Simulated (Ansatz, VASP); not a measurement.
**One calculation of Bi, two programs**

Contents of INCAR:

```
SYSTEM = Bi
PREC = Accurate ; ENCUT = 520
EDIFF = 1E-7 ; ISMEAR = -1
SIGMA = 0.05 ; LREAL = .False.
LASPH = .True. ; NELM = 60
ALGO = Fast ; ISIF = 2
LWAVE = .False. ; LCHARG = .True.
LELF = .True. ; LVHAR = .True.
NBANDS = 22
```

File KPOINTS:

```
Automatic mesh
0
Gamma
  6 6 9
  0 0 0
```

The input POSCAR:

```
Bi
1.0
    3.5117019713     -3.1533241543      0.0000000000
    3.5117019713      3.1533241543      0.0000000000
   -1.2685811704      0.0000000000      3.1341701374
Bi
2
Direct
    0.7530610000      0.7530610000      0.8573820000
    0.2469390000      0.2469390000      0.1426180000
```

File input.yaml:

```yaml
crystal:
  lattice:
    - [3.5117019713, -3.1533241543, 0.0]
    - [3.5117019713, 3.1533241543, 0.0]
    - [-1.2685811704, 0.0, 3.1341701374]
  atoms:
    - { symbol: Bi, position: [0.753061, 0.753061, 0.857382] }
    - { symbol: Bi, position: [0.246939, 0.246939, 0.142618] }
kpoints:
  mp_grid: { grid: [6, 6, 9] }
scf:
  occupations: { method: fermi_dirac, width: 0.05 }
hamiltonian:
  xc: lda
  pseudopotentials: { kind: all_electron, lapw: { basis_error: 0.001 } }
output:
  forces: true
  stress: true
  eigenvalues: true
```

Change from the starting cell: volume scaled by 1.02.

Alike in both runs: task single point; functional LDA; k mesh 6 × 6 × 9; occupations fermi-dirac, width 0.05 eV; no spin polarisation.

|  | VASP | Ansatz |
| --- | --- | --- |
| version | VASP 6.6.1 | Ansatz 0.2.0 |
| potentials or method | VASP PAW LDA potentials, release 64 (Bi_d) | all-electron LAPW, scalar-relativistic |
| plane-wave cutoff (eV) | 520 | see its input |

```csv
,VASP,Ansatz,Ansatz less VASP
gap on the k mesh at the Fermi level (eV),none,none,-
pressure (GPa),-4.4,-4.4,-0.02
largest component of the traceless stress (GPa),0.68,0.68,+0.002
rms of the force components (eV/Å),0.063,0.067,+0.0037
```

Atom by atom the forces differ by 0.004 eV/Å (rms over components). A gap of «none» marks a metal or a gap that the smearing closes. Ansatz ran all-electron here, so the differences hold the error of VASP's frozen core and of both bases.

Caveats: spin-orbit coupling is left out, which moves the levels of the heavy elements.
